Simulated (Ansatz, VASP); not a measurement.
## One calculation of Tl, two programs

Contents of INCAR:

```
SYSTEM = Tl
PREC = Accurate
ENCUT = 520
EDIFF = 1E-6
ISMEAR = -1
SIGMA = 0.15
LREAL = .FALSE.
LASPH = .TRUE.
NELM = 150
ALGO = Normal
ISIF = 2
LWAVE = .FALSE.
LCHARG = .FALSE.
MAGMOM = 0 0 0
LORBIT = 11
LSORBIT = .TRUE.
GGA_COMPAT = .FALSE.
LORBMOM = .TRUE.
GGA = PE
NBANDS = 24
```

Contents of KPOINTS:

```
Automatic mesh
0
G
  4 4 4
  0 0 0
```

File POSCAR:

```
Tl
1.0
    0.0000000000      2.4933000000      2.4933000000
    2.4933000000      0.0000000000      2.4933000000
    2.4933000000      2.4933000000      0.0000000000
Tl
1
Direct
    0.0000000000      0.0000000000      0.0000000000
```

Input for Ansatz:

```yaml
crystal:
  lattice:
    - [0, 2.4933, 2.4933]
    - [2.4933, 0, 2.4933]
    - [2.4933, 2.4933, 0]
  atoms:
    - { symbol: Tl, position: [0, 0, 0] }
kpoints:
  mp_grid: { grid: [4, 4, 4] }
hamiltonian:
  xc: pbe
  pseudopotentials: { kind: nc_fr }
scf:
  occupations: { method: fermi_dirac, width: 0.15 }
output:
  forces: true
  stress: true
  eigenvalues: true
magnetization:
  noncollinear: true
  spin_orbit: true
```

Alike in both runs: task single point; functional PBE; k mesh 4 × 4 × 4; occupations fermi-dirac, width 0.15 eV; non-collinear spin, spin-orbit coupling.

|  | VASP | Ansatz |
| --- | --- | --- |
| version | VASP 6.6.1 | Ansatz 0.2.0 development build |
| potentials or method | VASP PAW PBE potentials, release 64 (Tl_d) | plane waves, norm-conserving pseudopotentials |
| plane-wave cutoff (eV) | 520 | 844 |
| valence electrons in the cell | 13 | 13 |

|  | VASP | Ansatz | Ansatz less VASP |
| --- | --- | --- | --- |
| net moment per atom (μB) | 0.00 | 0.00 | 0.000 |

Caveats: the k mesh is coarse (spacing up to 0.55 Å⁻¹), so the values aren't converged.
